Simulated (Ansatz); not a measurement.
Piezoelectric tensor of AlP at 7 GPa (stress–strain coefficients)

Level of theory: DFT LDA, scalar-relativistic, plane waves, PAW in Ansatz. Plane waves to 420 eV; Γ-centred k mesh 10×10×10; fixed occupations. No spin polarisation.

The cell, relaxed at 7 GPa:
```
Al P
1.0
     0.00000    2.65637    2.65637
     2.65637    0.00000    2.65637
     2.65637    2.65637    0.00000
Al P
1 1
Direct
  0.00000 0.00000 0.00000
  0.75000 0.75000 0.75000
```

Task: Give the relaxed-ion proper piezoelectric stress tensor e_iJ (C/m², Voigt columns xx yy zz yz xz xy).

Result:
```
x    0.000  0.000  0.000 -0.202  0.000  0.000
y    0.000  0.000  0.000  0.000 -0.202  0.000
z    0.000  0.000  0.000  0.000  0.000 -0.202
```
Signs follow the orientation of the cell as given.

Task: With the elastic constants (GPa, Voigt order)
C11 = 156.8, C12 = 97.9, C13 = 97.9, C22 = 156.8, C23 = 97.9, C33 = 156.8, C44 = 61.9, C55 = 61.9, C66 = 61.9 GPa; the others vanish.
find the strain coefficients d = e·C⁻¹ (pC/N).

Result:
```
x    0.00  0.00  0.00 -3.27  0.00  0.00
y    0.00  0.00  0.00  0.00 -3.27  0.00
z    0.00  0.00  0.00  0.00  0.00 -3.27
```

Cost: 1 run of about 1.3 core-minutes, on Intel Xeon Processor @ 2.70GHz (shared hosts).